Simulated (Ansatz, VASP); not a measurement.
# Al27BN27 (start site: B_i (void)) in two plane-wave programs, part 2 of 3

Wanted: the spread between two codes on one cell, functional and k mesh. Of the first pair: The structure shown is the start of the Ansatz relaxation below; VASP solves that cell, so the two are compared at the walk's first step.

VASP 6.6.1 and Ansatz 0.2.0.

So far: Set-up; Ansatz: relaxation, r2SCAN.

## Step 3: VASP: single point, r2SCAN, start cell, pair 1

Level of this step: r2SCAN; plane waves and PAW (Al, N, B) (VASP).

The same cell, functional and mesh now go to VASP, with its own data sets.

Lines of VASP's logs that name or quote its potential files are left out, and so is its time.

The input, INCAR:

```
SYSTEM = Al27BN27
PREC = Accurate
ENCUT = 580
EDIFF = 1E-06
NELM = 120
ISMEAR = 0
SIGMA = 0.01
LREAL = Auto
ALGO = Normal
METAGGA = R2SCAN
LASPH = .TRUE.
NELECT = 218
NBANDS = 152
LORBIT = 11
LWAVE = .FALSE.
LCHARG = .FALSE.
ISIF = 2
ISYM = 0
GGA_COMPAT = .FALSE.
EFERMI = MIDGAP
LMIXTAU = .TRUE.
NCORE = 2
```

The input, POSCAR:

```
Al27BN27
1.0
    0.0000000000      6.5541898631      6.5541898631
    6.5541898631      0.0000000000      6.5541898631
    6.5541898631      6.5541898631      0.0000000000
Al N B
27 27 1
Direct
    0.9980848892      0.0008556359      0.0056890326
    0.0040522171      0.9937656673      0.3349385730
    0.9995132884      0.0063740906      0.6637310012
    0.9976274718      0.3329422927      0.9964524983
    0.9942587870      0.3359936233      0.3374633702
    0.0054684104      0.3324230829      0.6673096281
    0.9965611311      0.6629116780      0.0053851049
    0.0008903465      0.6629561534      0.3302903250
    0.9948133178      0.6702845953      0.6703643916
    0.3345057201      0.9973267482      0.9958234350
    0.3287036300      0.9993610194      0.3393198925
    0.3341662426      0.0053477242      0.6657904472
    0.3299595442      0.3291811109      0.0029711529
    0.3333177777      0.3353834793      0.3272207618
    0.3377094723      0.3357119714      0.6609898539
    0.3328060440      0.6607878457      0.0020112326
    0.3374757287      0.6627809219      0.3368039447
    0.3283027414      0.6643839423      0.6710077968
    0.6678167846      0.9935294825      0.0020069605
    0.6730296333      0.9993483558      0.3297791253
    0.6628073936      0.9973834295      0.6671217330
    0.6627619265      0.3396579206      0.9986824459
    0.6712393281      0.3360209341      0.3310648677
    0.6632773982      0.3322599811      0.6646789445
    0.6639192014      0.6732469752      0.9980391932
    0.6732356847      0.6651126365      0.3309915558
    0.6670200423      0.6699786078      0.6603403457
    0.0768164351      0.0865239659      0.0850844287
    0.0839160921      0.0885723502      0.4163503129
    0.0893439177      0.0803836952      0.7505533259
    0.0873511467      0.4202119648      0.0802172368
    0.0795521660      0.4141985595      0.4167679083
    0.0802957362      0.4154173982      0.7565149322
    0.0870398954      0.7475267123      0.0783819222
    0.0799043834      0.7514157513      0.4222780478
    0.0855517633      0.7472693960      0.7454764970
    0.4222833879      0.0791116081      0.0846175518
    0.4144572490      0.0869765008      0.4203665987
    0.4169145321      0.0894472104      0.7463091705
    0.4130796569      0.4169664836      0.0894399632
    0.4143004028      0.4221765859      0.4121539895
    0.4159442367      0.4129887227      0.7480488973
    0.4124203077      0.7552396411      0.0803649285
    0.4195195833      0.7443392855      0.4154179322
    0.4137660118      0.7553978605      0.7517118214
    0.7474524850      0.0804612791      0.0898360457
    0.7550544161      0.0818677840      0.4183407953
    0.7525785952      0.0880464271      0.7475265597
    0.7448208096      0.4196111278      0.0876292894
    0.7472227083      0.4169373419      0.4130584491
    0.7532085739      0.4197183874      0.7437881877
    0.7533317776      0.7453004265      0.0805477887
    0.7449496585      0.7528592554      0.4144368041
    0.7446162839      0.7481981149      0.7538657871
    0.1651571777      0.8387949716      0.8343803909
```

The input, KPOINTS:

```
Points of the shifted mesh
1
Reciprocal
 0.2500000000  0.2500000000  0.2500000000 1
```

Potentials, in the order of the species: Al, N and B (PBE family, release 64).

Run with:

```bash
mpirun -np 8 vasp_std
```

Numbers of over 12 decimals in the logs are rounded to 6 here.

Output:

```text
[banner, memory and clock lines left out]
running    8 mpi-ranks, on    1 nodes
[...]
|                                                                             |
|               ----> ADVICE to this user running VASP <----                  |
|                                                                             |
|     You enforced a specific xc type in the INCAR file but a different       |
|     [... a line on the potential file left out ...]
|     I HOPE YOU KNOW WHAT YOU ARE DOING!                                     |
|                                                                             |

 LDA part: xc-table for (None), standard interpolation
 POSCAR, INCAR and KPOINTS ok, starting setup
[...]
entering main loop
       N       E                     dE             d eps       ncg     rms          rms(c)
DAV:   1     0.845315790696E+03    0.84532E+03   -0.11166E+05   304   0.146E+03
DAV:   2    -0.526327821093E+03   -0.13716E+04   -0.12984E+04   376   0.292E+02
DAV:   3    -0.635416585925E+03   -0.10909E+03   -0.10800E+03   368   0.891E+01
DAV:   4    -0.637124610447E+03   -0.17080E+01   -0.17019E+01   360   0.116E+01
DAV:   5    -0.637160848150E+03   -0.36238E-01   -0.36210E-01   376   0.149E+00BRMIX: very serious problems
 the old and the new charge density differ
 old charge density:   219.00000 new  218.00000
    0.463E+01
DAV:   6    -0.536320705050E+03    0.10084E+03   -0.21740E+02   352   0.323E+01    0.205E+01
DAV:   7    -0.516277682030E+03    0.20043E+02   -0.13948E+01   336   0.103E+01    0.123E+01
DAV:   8    -0.519604833989E+03   -0.33272E+01   -0.15519E+01   336   0.943E+00    0.749E+00
DAV:   9    -0.515682067803E+03    0.39228E+01   -0.21554E+00   328   0.525E+00    0.265E+00
[...]
DAV:  24    -0.519692859377E+03   -0.21791E-05   -0.17180E-06   232   0.402E-03    0.347E-03
DAV:  25    -0.519692860382E+03   -0.10051E-05   -0.18288E-07   192   0.160E-03    0.181E-03
DAV:  26    -0.519692860568E+03   -0.18595E-06   -0.25141E-07   176   0.170E-03
   1 F= -.51969286E+03 E0= -.51969286E+03  d E =-.130332E-37
```

Parts of OUTCAR (step 3):

```text
  Total        6.5934441      6.4342439      7.2089856     -0.0271315     -2.9538178     -0.6023806
  in kB       18.7601308     18.3071631     20.5115129     -0.0771963     -8.4044101     -1.7139356
  external PRESSURE =      19.1929356 kB  Pullay stress =       0.0000000 kB

 POSITION                                       TOTAL-FORCE (eV/Angst)
 -----------------------------------------------------------------------------------
      0.04289      6.57892      6.54725         1.982730     -0.453938     -0.280431
      8.70858      2.22181      6.53989         1.014596     -0.480393      0.395974
      4.39200     10.90122      6.59278        -0.463908     -1.892797     -0.674401
      8.71311     13.06958      8.72081         1.406616      0.602266     -0.074699
      4.41397      8.72836      8.71873        -0.944923     -0.447580      0.146584
      6.55244      4.40952      2.21461         0.932392     -1.588954      0.570492
      4.38014      6.56695     10.87650        -0.909719     -0.552559     -1.095573
      6.50993      2.17062      4.35098         1.694434      1.237345     -0.765749
      8.78687     10.91389     10.91337        -1.576474     -0.818662     -1.277890
     13.06348      8.71923      8.72908         1.317819     -0.024798      0.416270
      8.77397      4.37835      8.70439        -0.884169      0.328326      0.829410
      4.39877      6.55391      2.22524        -0.371057      0.198292      2.785682
      2.17699      2.18209      4.32013        -0.560136      0.425225      0.495472
      4.34283      4.32929      4.38280         1.128642      1.115374     -0.758369
[...]
-----------------------------------------------------------------------------------
    total drift:                                0.020404      0.003972      0.001774

  FREE ENERGIE OF THE ION-ELECTRON SYSTEM (eV)
  ---------------------------------------------------
  free  energy   TOTEN  =      -519.6928605678 eV

  energy  without entropy=     -519.6928605678  energy(sigma->0) =     -519.69286057

[... 2 further parts left out ...]
[key lines of the parts left out:]
E-fermi :   9.7130
```

The run ends at a pressure of 1.92 GPa, with forces up to 3.1 eV/Å.

## Step 4: Comparison

Known differences besides the potentials themselves: VASP keeps PBE cores, Ansatz makes them for the functional; fixed occupations in Ansatz, narrow Gaussian smearing in VASP; the cutoff is 500 eV in Ansatz and 580 eV in VASP (PREC = Accurate, projectors in real space). Total energies have different zeros and are not compared.

Forces on 9 of the 55 atoms, those with the largest forces and the largest differences (eV/Å; atoms numbered as in POSCAR):

| atom | Ansatz x, y, z | VASP x, y, z |
| --- | --- | --- |
| Al1 | 2.012, -0.460, -0.292 | 1.983, -0.454, -0.280 |
| Al3 | -0.460, -1.916, -0.669 | -0.464, -1.893, -0.674 |
| Al8 | 1.698, 1.243, -0.769 | 1.694, 1.237, -0.766 |
| Al9 | -1.568, -0.819, -1.273 | -1.576, -0.819, -1.278 |
| Al12 | -0.392, 0.177, 2.807 | -0.371, 0.198, 2.786 |
| Al16 | 0.504, 2.515, 0.956 | 0.522, 2.490, 0.975 |
| Al18 | -3.048, 0.051, 0.717 | -3.057, 0.053, 0.728 |
| N36 | 0.719, -0.589, -0.612 | 0.699, -0.609, -0.641 |
| B55 | 0.736, 0.486, 0.771 | 0.815, 0.533, 0.840 |

The forces differ by 13 meV/Å r.m.s., which is 1.6 % of the r.m.s. force of 0.843 eV/Å (both taken over all components). The cell carries a charge of +1 e against a uniform background, so its pressure also hangs on how the neutralising background is counted, and in a defect's cell a gap may be the spacing between its levels.

## Step 5: Ansatz: relaxation, r2SCAN

This run makes the geometry at which the two programs are then compared.

The structure compared here is the end of the Ansatz relaxation.

This is the run of step 2 again, met here at its other cell.

## Step 6: VASP: single point, r2SCAN, relaxed atoms in a fixed cell, pair 2

The same cell, functional and mesh now go to VASP, with its own data sets.

INCAR is that of step 3.

The input, POSCAR:

```
Al27BN27
1.0
    0.0000000000      6.5541898500      6.5541898500
    6.5541898500      0.0000000000      6.5541898500
    6.5541898500      6.5541898500      0.0000000000
Al N B
27 27 1
Direct
    0.9822960180      0.0360175644      0.0356075204
    0.0027040064      0.9989007469      0.3429002587
    0.9881805311      0.9827587567      0.6708910975
    0.0026934214      0.3433045953      0.9985096513
    0.0010469474      0.3327372161      0.3323611621
    0.9993495862      0.3267091479      0.6667134885
    0.9881404319      0.6713016374      0.9823485812
    0.9993568671      0.6671048597      0.3263086852
    0.0032371004      0.6554390207      0.6550234340
    0.3441168311      0.0017174338      0.0013232478
    0.3376691110      0.9986407546      0.3334155935
    0.3429284593      0.9923883930      0.6696253607
    0.3376733478      0.3338062791      0.9982602583
    0.3343632441      0.3337325904      0.3333545521
    0.3364363747      0.3295283694      0.6654590749
    0.3429293595      0.6700262826      0.9919958920
    0.3364369089      0.6658488066      0.3291293449
    0.3408794562      0.6585503196      0.6581524222
    0.6889187858      0.9931981549      0.9928426349
    0.6624410675      0.9995417052      0.3388742878
    0.6662576649      0.9963873937      0.6652366660
    0.6624351075      0.3392603593      0.9991601530
    0.6688265993      0.3318928106      0.3315230607
    0.6673008054      0.3292208454      0.6631273471
    0.6662430954      0.6656264211      0.9959974222
    0.6672968347      0.6635089255      0.3288376977
    0.6710928106      0.6609029998      0.6605051022
    0.0931742583      0.0960294831      0.0956172014
    0.0859000317      0.0815160756      0.4250249545
    0.0880987212      0.0595670573      0.7769815743
    0.0858942628      0.4254319619      0.0811259831
    0.0841869705      0.4162193982      0.4158351389
    0.0853713882      0.4054865707      0.7495570491
    0.0881121181      0.7773957278      0.0591698208
    0.0853751721      0.7499535900      0.4050792484
    0.0969454143      0.7305299451      0.7301265261
    0.4283957729      0.0840992342      0.0837139414
    0.4137383446      0.0837493306      0.4229571759
    0.4185554751      0.0799183380      0.7524701156
    0.4137287011      0.4233557054      0.0833629195
    0.4189239568      0.4159958008      0.4156104293
    0.4198383776      0.4117398715      0.7491379881
    0.4185539056      0.7528636153      0.0795178931
    0.4198367288      0.7495220317      0.4113474755
    0.4213216389      0.7448867024      0.7444856803
    0.7454006787      0.0922085561      0.0918258571
    0.7534880591      0.0807973856      0.4160169129
    0.7451353800      0.0839695522      0.7442253034
    0.7534758821      0.4164012398      0.0804210006
    0.7526594290      0.4146105734      0.4142334602
    0.7522863574      0.4099160861      0.7489242488
    0.7450992228      0.7446034377      0.0835985125
    0.7522934261      0.7493142281      0.4095187967
    0.7532084039      0.7450443966      0.7446451888
    0.0339249330      0.8980903671      0.8977189650
```

KPOINTS is that of step 3.

Run with:

```bash
mpirun -np 8 vasp_std
```

Output:

```text
[banner, memory and clock lines left out]
running    8 mpi-ranks, on    1 nodes
[...]
[... a notice as in an earlier step ...]

 LDA part: xc-table for (None), standard interpolation
 POSCAR, INCAR and KPOINTS ok, starting setup
[...]
entering main loop
       N       E                     dE             d eps       ncg     rms          rms(c)
DAV:   1     0.842737772126E+03    0.84274E+03   -0.11185E+05   304   0.147E+03
DAV:   2    -0.533670174771E+03   -0.13764E+04   -0.13061E+04   376   0.292E+02
DAV:   3    -0.640788726791E+03   -0.10712E+03   -0.10621E+03   368   0.884E+01
DAV:   4    -0.642379674662E+03   -0.15909E+01   -0.15874E+01   352   0.113E+01
DAV:   5    -0.642409180605E+03   -0.29506E-01   -0.29478E-01   376   0.143E+00BRMIX: very serious problems
 the old and the new charge density differ
 old charge density:   219.00000 new  218.00000
    0.463E+01
DAV:   6    -0.541397587000E+03    0.10101E+03   -0.21530E+02   344   0.322E+01    0.207E+01
DAV:   7    -0.520880091484E+03    0.20517E+02   -0.10300E+01   336   0.987E+00    0.119E+01
DAV:   8    -0.543027097568E+03   -0.22147E+02   -0.20997E+01   352   0.121E+01    0.757E+00
DAV:   9    -0.520003996922E+03    0.23023E+02   -0.12057E+01   328   0.102E+01    0.116E+00
[...]
DAV:  21    -0.524709584603E+03   -0.28101E-04   -0.58799E-06   336   0.952E-03    0.615E-03
DAV:  22    -0.524709593598E+03   -0.89948E-05   -0.19244E-06   232   0.621E-03    0.440E-03
DAV:  23    -0.524709593650E+03   -0.52773E-07   -0.29119E-07   200   0.218E-03
   1 F= -.52470959E+03 E0= -.52470959E+03  d E =0.000000E+00
```

Parts of OUTCAR (step 6):

```text
  Total        3.3737098     -2.4205370     -2.4233020      2.8254489      7.3866112      2.8245997
  in kB        9.5991164     -6.8870820     -6.8949493      8.0391659     21.0169056      8.0367497
  external PRESSURE =      -1.3943050 kB  Pullay stress =       0.0000000 kB

 POSITION                                       TOTAL-FORCE (eV/Angst)
 -----------------------------------------------------------------------------------
      0.46944      6.67153      6.67422        -0.028815     -0.014220     -0.014451
      8.79442      2.26516      6.56471        -0.007394     -0.006081     -0.002794
     10.83834     10.87387     12.91791         0.004009      0.007449     -0.001757
      8.79451      6.56208      2.26774        -0.007332     -0.002271     -0.006351
      4.35918      2.18522      2.18768         0.003842     -0.000142      0.001120
      6.51108     10.91969      8.69124        -0.002176      0.019268     -0.011154
     10.83834     12.91496     10.87630         0.002971      0.002184      0.007982
      6.51102      8.68866     10.92231        -0.002697     -0.010793      0.018988
      8.58902      4.31436      4.31709        -0.000220      0.001365     -0.001240
      0.01993      2.26408      2.26666         0.003643     -0.007854     -0.006550
      8.73055      4.39842      8.75843        -0.003776     -0.005497      0.004168
     10.89315      6.63647      8.75192         0.010077     -0.007794      0.002540
      8.73062      8.75596      4.40100        -0.002990      0.001286     -0.006081
      4.37222      4.37635      4.37883        -0.005845     -0.005532     -0.003141
[...]
-----------------------------------------------------------------------------------
    total drift:                               -0.007549      0.001275      0.006138

  FREE ENERGIE OF THE ION-ELECTRON SYSTEM (eV)
  ---------------------------------------------------
  free  energy   TOTEN  =      -524.7095936505 eV

  energy  without entropy=     -524.7095936505  energy(sigma->0) =     -524.70959365

[... 2 further parts left out ...]
[key lines of the parts left out:]
E-fermi :   9.0142
```

The run ends at a pressure of -0.14 GPa, with forces up to 0.089 eV/Å.

## Step 7: Differences

Compared:

```
              quantity  Ansatz   VASP  difference
gap on the k mesh (eV)   2.084  2.091      -0.007
```

The largest component of a force difference here is 79 meV/Å. A gap on the mesh is an upper bound, since the band edges may lie between its points. The cell carries a charge of +1 e against a uniform background, so its pressure also hangs on how the neutralising background is counted, and in a defect's cell a gap may be the spacing between its levels.

## Step 8: Ansatz: relaxation, r2SCAN

The two programs are compared at the cell with which this relaxation starts, whose forces are those of its first step.

The structure compared here is the start of the Ansatz relaxation; VASP solves that cell, so the two are compared at the walk's first step.

The input, input.yaml:

```yaml
crystal:
  lattice:
    - [0.0, 2.18472995, 2.18472995]
    - [2.18472995, 0.0, 2.18472995]
    - [2.18472995, 2.18472995, 0.0]
  atoms:
    - { symbol: Al, position: [0.0, 0.0, 0.0] }
    - { symbol: "N", position: [0.25, 0.25, 0.25] }
  supercell: [3, 3, 3]
  defects:
    - { interstitial: { symbol: B, position: [0.166667, 0.833333, 0.833333] } }
total_charge: -1
basis:
  ecutwfc: 500
  xc_grid: 2
hamiltonian:
  xc: r2scan
  pseudopotentials: { kind: paw, azcp: { folder: soft_1 } }
kpoints:
  mp_grid: { grid: [1, 1, 1], shift: [0.25, 0.25, 0.25] }
scf:
  occupations: { method: fixed }
  max_iter: 60
output:
  forces: true
  charged_corrections: { epsilon: 4.64, static_epsilon: 8.51 }
relax:
  f_tol: 0.02
  max_steps: 80
  random_displacement: { amplitude: 0.05, seed: 1114 }
checkpoint:
  write: "../qm1.relax.run"
  compress: false
  write_wavefunctions: true
  write_every: 100000
```

Run with:

```bash
ansatz run input.yaml --threads 4 --pin off --max-ram 7536MiB --backend cpu --events-out ev --progress --plain --runs-dir out
```

Output:

```text
[...]
Crystal: 55 atoms, lattice volume = 563.102 Å³
Basis set: ecut = 500 eV, 14331 PW (Γ), exchange–correlation on 144×144×144 points (8 copies of the dense FFT grid, shifted against one another)
Bands: 165, of which v1, the nominal top of the filled ones, is band 110 counted from 1 (109 counted from 0)
Symmetry: 1 space group operations
k-points: 1
[...]
SCF iter   1: F=—  HF=-25223.900310 eV  |F-HF|=—  |Δ(HF+E_count)|=         —  Δρ=1.30e-1  dr2=1.22e2  dr2_τ=1.44e1  ethr=3.10e-3  ⟨swp⟩=4.0  Hψ=543  notcnv=0  defer=52
[...]
- { symbol: N, position: [0.084358, 0.743742, 0.423509] }
[...]
- { symbol: Al, position: [0.669758, 0.328941, 0.667158] }
    - { symbol: N, position: [0.757004, 0.406487, 0.753026] }
    - { symbol: Al, position: [0.663820, 0.663952, 0.00277208] }
    - { symbol: N, position: [0.748478, 0.747473, 0.085253] }
    - { symbol: Al, position: [0.667789, 0.663545, 0.334683] }
    - { symbol: N, position: [0.752195, 0.744382, 0.421362] }
    - { symbol: Al, position: [0.674301, 0.655908, 0.669396] }
    - { symbol: N, position: [0.754422, 0.744534, 0.752914] }
    - { symbol: B, position: [0.116815, 1.009890, 0.834952] }
```

(Continued in part 3 of 3.)

[Lines on the potential files, build, host, timing and source positions are cut from VASP's logs without a mark.]

[Logs are printed without paths, hosts, clocks, repeated set-up lines and the standing remarks that a program may print on its own settings, such as how far it seeks lower states.]

[Hosts, paths, dates, database ids (printed as entryN), source tags and the programs' standing remarks are cut or masked in the printed files.]
